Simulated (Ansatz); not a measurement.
# C: the cost of one run

Computed with Ansatz 0.2.0 (DFT r2SCAN, scalar-relativistic, plane waves, PAW).

**1. The structure to begin with**

It takes space group Cmme (No. 67, orthorhombic). The conventional cell has a = 2.456 Å, b = 4.254 Å, c = 7.173 Å, α = 90.00°, β = 90.00°, γ = 90.00°. C (site symmetry m) has 3 C at 1.42 Å as nearest neighbours.

Coordinates:

```xyz
4
Lattice="1.2280 -2.1271 0.0000 1.2280 2.1271 0.0000 0.0000 0.0000 7.1733" Properties=species:S:1:pos:R:3 pbc="T T T"
C     1.2280    1.7724    5.4025
C     1.2280   -0.3547    1.7708
C     1.2280   -1.7724    1.7708
C     1.2280    0.3547    5.4025
```

The structure comes from the Materials Project (structure only).

**2. Another functional, on a distorted cell: r2SCAN**

Against the listed cell: strain xx, yy, zz, yz, xz, xy = -0.4, -0.4, -0.4, +0.0, +0.0, +0.0 %.

input.yaml

```yaml
crystal:
  lattice:
    - [1.2235533144, -2.1192767737, 0.0]
    - [1.2235533144, 2.1192767737, 0.0]
    - [0.0, 0.0, 7.1470136]
  atoms:
    - { symbol: C, position: [0.08337946, 0.91662054, 0.7531376] }
    - { symbol: C, position: [0.58337946, 0.41662054, 0.2468624] }
    - { symbol: C, position: [0.91662054, 0.08337946, 0.2468624] }
    - { symbol: C, position: [0.41662054, 0.58337946, 0.7531376] }
basis:
  ecutwfc: 500
kpoints:
  mp_grid: { grid: [21, 21, 6] }
hamiltonian:
  xc: r2scan
scf:
  occupations: { method: gaussian, width: 0.1 }
output:
  forces: true
  stress: true
  eigenvalues: true
  populations: true
```

Command:

```
> ansatz run input.yaml --threads 1 --pin off --max-ram 1331MiB --backend cpu --events-out ev --progress --plain --runs-dir out
```

What time and memory should one allow on 1 thread of an x86-64 CPU, shared host?

About 59 s, with a peak of 0.58 GiB.
